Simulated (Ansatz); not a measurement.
# Si/AlP/CoSi2: a contact from a semiconductor to a metal, part 2 of 5

Is Si/AlP/CoSi2 a contact for electrons or for holes? The semiconductor is Si diamond(111), undoped, with its far face capped by hydrogen, and the metal is CoSi2 fluorite(111) turned by 180 degrees (type B), with AlP zinc blende(111) between them (whole bilayers). After relaxation the nearest pair at the metal is Si–Al at 2.52 Å, along the normal. The common net has a side of 3.868 Å, which strains the semiconductor by +0.0 %, the layer between by -0.7 % and the metal by +2.1 %, against typed lattice constants near PBE's. The first steps treat the bulk crystals alone.

Ansatz 0.2.0; PBE DFT, plane waves, PAW files (the session's first sound run).

So far. Step 2 (Layer spacing of the electrode, 6 atoms): Little changed from the start: no atom moved by 0.005 Å and no cell edge by 0.1 %.

### 4. Relaxing the interfaces

System of this step: Si/AlP/CoSi2. The cell holds 18 atoms: 9 Si, 3 P, 3 Al, 2 Co and 1 H. Its edges and angles: a = 3.868 Å, b = 3.868 Å, c = 38.712 Å, α = 90.0°, β = 90.0°, γ = 120.0°. Vacuum lies along c.

The bonds at the contact set its dipole, and with it the barrier heights, so the interface is relaxed first in a short slab. The dipole correction removes the field between the unlike outer faces.

File input.yaml:

```yaml
crystal:
  lattice:
    - [3.868, 0.0, 0.0]
    - [-1.934, 3.3497862618, 0.0]
    - [0.0, 0.0, 38.7120745271]
  atoms:
    - { symbol: Si, position: [0.0, 0.0, 0.2066538696] }
    - { symbol: Si, position: [0.33333333, 0.66666667, 0.227048243] }
    - { symbol: Si, position: [0.33333333, 0.66666667, 0.2882313631] }
    - { symbol: Si, position: [0.66666667, 0.33333333, 0.3086257365] }
    - { symbol: Si, position: [0.66666667, 0.33333333, 0.3698088567] }
    - { symbol: Si, position: [0.0, 0.0, 0.3902032301] }
    - { symbol: P, position: [0.0, 0.0, 0.4478079962] }
    - { symbol: Al, position: [0.33333333, 0.66666667, 0.4684559069] }
    - { symbol: P, position: [0.33333333, 0.66666667, 0.530399639] }
    - { symbol: Al, position: [0.66666667, 0.33333333, 0.5510475497] }
    - { symbol: P, position: [0.66666667, 0.33333333, 0.6129912817] }
    - { symbol: Al, position: [0.0, 0.0, 0.6336391924] }
    - { symbol: Si, position: [0.0, 0.0, 0.6948604013] }
    - { symbol: Co, position: [0.66666667, 0.33333333, 0.7145575471] }
    - { symbol: Si, position: [0.33333333, 0.66666667, 0.7342546929] }
    - { symbol: Si, position: [0.66666667, 0.33333333, 0.7736489846] }
    - { symbol: Co, position: [0.33333333, 0.66666667, 0.7933461304] }
    - { symbol: H, position: [0.0, 0.0, 0.167906269] }
kpoints:
  mp_grid: { grid: [8, 8, 1] }
scf:
  occupations: { method: fermi_dirac, width: 0.1 }
  max_iter: 150
hamiltonian:
  xc: pbe
efield:
  axis: 3
  dipole_correction: true
relax:
  f_tol: 0.04
  max_steps: 60
output:
  forces: true
```

The run is started by

```bash
ansatz run input.yaml --threads 8 --pin off --max-ram 24576MiB --backend cpu --events-out ev --progress --plain --runs-dir out
```

Numbers of over 12 decimals in the logs are rounded to 6 here.

The program printed:

```text
[...]
Crystal: 18 atoms, lattice volume = 501.591 Å³
Basis set: ecut = 420 eV, 9921 PW (Γ), exchange–correlation on 54×54×540 points (8 copies of the dense FFT grid, shifted against one another)
Bands: 66, of which v1, the nominal top of the filled ones, is band 48 counted from 1 (47 counted from 0)
Symmetry: 6 space group operations
[...]
k-points: 10 of 64 (time reversal used)
[...]
SCF iter   1: F=—  HF=-19872.688126 eV  |F-HF|=—  |Δ(HF+E_count)|=         —  Δρ=4.63e-3  dr2=9.49e-1  ethr=1.77e-3  p=-0.019 e·Å  D=-6.96e-3 V/Å  ΔV_dip=0.27 eV  dr2_dipole=3.24e-1  V_vac-E_F(+/−)=3.90/3.63 eV  ⟨swp⟩=11.9  Hψ=4118  notcnv=0  defer=5
efield: sawtooth ramp at fractional position 0.9306 (placed from the atoms, in the widest stretch of the axis that holds none; the zero of the levels goes with the place), width 0.1000; the density the first Hamiltonian is built on has a dipole p = -0.019 e·Å; the dipole correction subtracts the counter field D = -6.96e-3 V/Å, which shifts the + side's vacuum level by +0.27 eV against the − side's; the planar-averaged density in the ramp window peaks in size at 5.5e-5 e/Å³
[...]
SCF iter   2: F=—  HF=-19872.823552 eV  |F-HF|=—  |Δ(HF+E_count)|=   1.35e-1  Δρ=6.14e-3  dr2=2.42e0  ethr=9.99e-4  p=0.086 e·Å  D=3.11e-2 V/Å  ΔV_dip=-1.21 eV  dr2_dipole=1.94e-1  V_vac-E_F(+/−)=3.97/5.18 eV  ⟨swp⟩=4.6  Hψ=1206  notcnv=0  defer=21
[...]
SCF iter   8: F=-19872.661415 eV  HF=-19872.661408 eV  |F-HF|=6.78e-6  |Δ(HF+E_count)|=   2.94e-5  Δρ=2.14e-5  dr2=7.09e-6  ethr=4.21e-8  p=-0.004 e·Å  D=-1.62e-3 V/Å  ΔV_dip=0.06 eV  dr2_dipole=5.66e-7  V_vac-E_F(+/−)=3.94/3.88 eV  ⟨swp⟩=3.7  Hψ=2581  notcnv=0
WARN: efield: at this solve's end the planar-averaged density reaches 1.50e-5 e/Å³ inside the ramp window [0.9048, 0.0565] (bound 1e-5 e/Å³); by the running means of the window's planes the mean density over a ramp is at most 1.31e-5 e/Å³, which is held to the bound (the quickstart, § The vacuum guard, A window that rings); the window's nearer edge stands 4.31 Å from this solve's nearest atom along the axis. Its work [...]
SCF 1 converged in 8 iterations: F = -19872.661415 eV  dr2 = 7.09e-6
[...]
relax step   1: F+E_penalty+E_count = -19872.66141474 eV  Δ(F+E_penalty+E_count) = +0.000e0 eV  max|allowed force component| = 1.852e0 eV/Å  Δτ_max = 0.0000 Å  (8 SCF iters, dr2 threshold 4.00e-5 eV, accepted)
[...]
SCF iter   1: F=—  HF=-19872.970479 eV  |F-HF|=—  |Δ(HF+E_count)|=         —  Δρ=6.15e-3  dr2=3.54e-1  ethr=3.63e-4  p=-0.004 e·Å  D=-1.62e-3 V/Å  ΔV_dip=0.06 eV  dr2_dipole=4.60e-2  V_vac-E_F(+/−)=3.92/3.86 eV  ⟨swp⟩=1.5  Hψ=2520  notcnv=0  defer=21
efield: sawtooth ramp at fractional position 0.9306 (handed on by an earlier solve), width 0.1000; the density the first Hamiltonian is built on has a dipole p = -0.004 e·Å; the dipole correction subtracts the counter field D = -1.62e-3 V/Å, which shifts the + side's vacuum level by +0.06 eV against the − side's; the planar-averaged density in the ramp window peaks in size at 1.1e-5 e/Å³
[...]
SCF iter   2: F=—  HF=-19872.959392 eV  |F-HF|=—  |Δ(HF+E_count)|=   1.11e-2  Δρ=5.71e-3  dr2=2.35e-1  ethr=3.63e-4  p=-0.007 e·Å  D=-2.66e-3 V/Å  ΔV_dip=0.10 eV  dr2_dipole=1.83e-3  V_vac-E_F(+/−)=3.90/3.80 eV  ⟨swp⟩=3.4  Hψ=1224  notcnv=0  defer=21
[...]
SCF iter   7: F=-19872.930654 eV  HF=-19872.930669 eV  |F-HF|=1.42e-5  |Δ(HF+E_count)|=   1.05e-5  Δρ=4.66e-5  dr2=1.90e-5  ethr=1.05e-7  p=-0.004 e·Å  D=-1.55e-3 V/Å  ΔV_dip=0.06 eV  dr2_dipole=5.91e-6  V_vac-E_F(+/−)=4.00/3.94 eV  ⟨swp⟩=4.0  Hψ=2487  notcnv=0
[...]
SCF 2 converged in 7 iterations: F = -19872.930654 eV  dr2 = 1.90e-5
relax step   2: F+E_penalty+E_count = -19872.93065446 eV  Δ(F+E_penalty+E_count) = -2.692e-1 eV  max|allowed force component| = 7.319e-1 eV/Å  Δτ_max = 0.1167 Å  (7 SCF iters, dr2 threshold 1.00e-4 eV, accepted)
[...]
SCF iter   8: F=-19872.994776 eV  HF=-19872.994778 eV  |F-HF|=1.88e-6  |Δ(HF+E_count)|=   3.99e-6  Δρ=5.46e-5  dr2=1.32e-5  ethr=3.52e-8  p=-0.013 e·Å  D=-4.78e-3 V/Å  ΔV_dip=0.18 eV  dr2_dipole=7.58e-7  V_vac-E_F(+/−)=4.09/3.91 eV  ⟨swp⟩=5.0  Hψ=2155  notcnv=0
SCF 3 converged in 8 iterations: F = -19872.994776 eV  dr2 = 1.32e-5
relax step   3: F+E_penalty+E_count = -19872.99477598 eV  Δ(F+E_penalty+E_count) = -6.412e-2 eV  max|allowed force component| = 1.810e-1 eV/Å  Δτ_max = 0.1380 Å  (8 SCF iters, dr2 threshold 3.35e-5 eV, accepted)
[...]
relax step   4: F+E_penalty+E_count = -19872.99989360 eV  Δ(F+E_penalty+E_count) = -5.118e-3 eV  max|allowed force component| = 3.723e-2 eV/Å  Δτ_max = 0.0341 Å  (7 SCF iters, dr2 threshold 2.05e-6 eV, accepted)
[...]
SCF iter   4: F=-19872.999895 eV  HF=-19872.999895 eV  |F-HF|=2.48e-8  |Δ(HF+E_count)|=   3.51e-8  Δρ=2.23e-6  dr2=3.35e-8  ethr=1.05e-10  p=-0.012 e·Å  D=-4.21e-3 V/Å  ΔV_dip=0.16 eV  dr2_dipole=7.98e-10  V_vac-E_F(+/−)=4.10/3.94 eV  ⟨swp⟩=3.3  Hψ=2434  notcnv=0
SCF 5 converged in 4 iterations: F = -19872.999895 eV  dr2 = 3.35e-8
relax step   5: F+E_penalty+E_count = -19872.99989502 eV  Δ(F+E_penalty+E_count) = -1.424e-6 eV  max|allowed force component| = 3.716e-2 eV/Å  Δτ_max = 0.0000 Å  (4 SCF iters, accepted)
SCF converged after 4 iterations
Free energy (F): -19872.999895 eV
[...]
Internal energy: -19872.875295 eV  (E = F + TS)
E sigma→0 (E₀):  -19872.937595 eV
Entropy (-TS):   -0.124600 eV (-6.922 meV/atom)
Fermi energy:    3.403115 eV
Dipole field:    D = -0.004232 V/Å  (p = -0.011730 e·Å, saw-weighted, corrected)
Work function:   Φ+ = 4.0988 eV   Φ− = 3.9349 eV
Levels:          The Fermi level and band energies are counted from a zero that moves with the ramp; work functions are not
[...]
--- Forces (eV/Å), atoms counted from 1 ---
  atom   1  Si     0.00000000     0.00000000    -0.03715683
  atom   2  Si     0.00000000    -0.00000000     0.02015541
  atom   3  Si     0.00000000     0.00000000     0.00524967
  atom   4  Si     0.00000000    -0.00000000     0.00940166
  atom   5  Si    -0.00000000     0.00000000    -0.00364842
  atom   6  Si     0.00000000    -0.00000000     0.00503702
  atom   7  P      0.00000000     0.00000000     0.00696446
  atom   8  Al     0.00000000    -0.00000000    -0.01002348
  atom   9  P     -0.00000000     0.00000000     0.01204159
  atom  10  Al     0.00000000    -0.00000000    -0.01123243
  atom  11  P      0.00000000     0.00000000     0.00646236
  atom  12  Al    -0.00000000    -0.00000000    -0.00043601
  atom  13  Si     0.00000000     0.00000000    -0.00326824
  atom  14  Co    -0.00000000     0.00000000    -0.01809594
  atom  15  Si    -0.00000000     0.00000000    -0.00462203
  atom  16  Si     0.00000000    -0.00000000     0.02806629
  atom  17  Co     0.00000000    -0.00000000    -0.00306528
  atom  18  H      0.00000000    -0.00000000    -0.00183494
  max |Σ_I F_I| component: 5.13e-6 eV/Å
--- Relaxed structure (5 steps of the walk, 5 accepted, 0 SCFs on fresh bases) ---
  F+E_penalty+E_count = -19872.99989502 eV   max|allowed force component| = 3.716e-2 eV/Å
  atoms:
    - { symbol: Si, position: [2.8022453782849335e-19, 5.604490756569848e-19, 0.207964] }
    - { symbol: Si, position: [0.333333, 0.666667, 0.227386] }
    - { symbol: Si, position: [0.333333, 0.666667, 0.288406] }
    - { symbol: Si, position: [0.666667, 0.333333, 0.308331] }
    - { symbol: Si, position: [0.666667, 0.333333, 0.369387] }
    - { symbol: Si, position: [-2.9108446515420753e-19, -5.821689303084153e-19, 0.388842] }
    - { symbol: P, position: [0, 0, 0.447933] }
    - { symbol: Al, position: [0.333333, 0.666667, 0.469175] }
    - { symbol: P, position: [0.333333, 0.666667, 0.529998] }
    - { symbol: Al, position: [0.666667, 0.333333, 0.551515] }
    - { symbol: P, position: [0.666667, 0.333333, 0.612536] }
    - { symbol: Al, position: [1.2306218488471855e-19, 2.4612436976943834e-19, 0.634215] }
    - { symbol: Si, position: [9.296320795222004e-19, 1.859264159044401e-18, 0.699208] }
    - { symbol: Co, position: [0.666667, 0.333333, 0.714887] }
    - { symbol: Si, position: [0.333333, 0.666667, 0.731746] }
    - { symbol: Si, position: [0.666667, 0.333333, 0.774376] }
    - { symbol: Co, position: [0.333333, 0.666667, 0.788492] }
    - { symbol: H, position: [2.5317138041884396e-19, 5.063427608376881e-19, 0.169090] }
```

Elapsed: 18 s, on 8 threads of Arm Neoverse V2, shared host; peak memory 1.6 GiB.

The steps of the relaxation:

| step | energy less that of the first step (eV) | largest force component (eV/Å) |
| --- | --- | --- |
| 1 | 0.0000 | 1.8515 |
| 2 | -0.2692 | 0.7319 |
| 3 | -0.3334 | 0.1810 |
| 4 | -0.3385 | 0.0372 |
| 5 | -0.3385 | 0.0372 |

Forces are held to the 6 operations that the run works with; a distortion that breaks them can't arise in this run.

The atoms that moved most (Å):

| atom | dx | dy | dz | length |
| --- | --- | --- | --- | --- |
| Co17 | 0.000 | 0.000 | -0.188 | 0.188 |
| Si13 | 0.000 | 0.000 | 0.168 | 0.168 |
| Si15 | 0.000 | 0.000 | -0.097 | 0.097 |
| Si6 | 0.000 | 0.000 | -0.053 | 0.053 |
| Si1 | 0.000 | 0.000 | 0.051 | 0.051 |
| H18 | 0.000 | 0.000 | 0.046 | 0.046 |
| Si16 | 0.000 | 0.000 | 0.028 | 0.028 |
| Al8 | 0.000 | 0.000 | 0.028 | 0.028 |

Numbers from this step:

```
free energy  : -19872.9999 eV
Fermi energy : 3.403 eV
```

The largest force component on a free atom ends at 0.037 eV/Å. At one or more of this run's solves the program warned of density in the dipole ramp over its bound, where dipole, forces and levels can be off.

[end of part 2 of 5]

[Logs are printed without paths, hosts, clocks, repeated set-up lines and the standing remarks that a program may print on its own settings, such as how far it seeks lower states.]

[Hosts, paths, dates, database ids (printed as entryN), source tags and the programs' standing remarks are cut or masked in the printed files.]
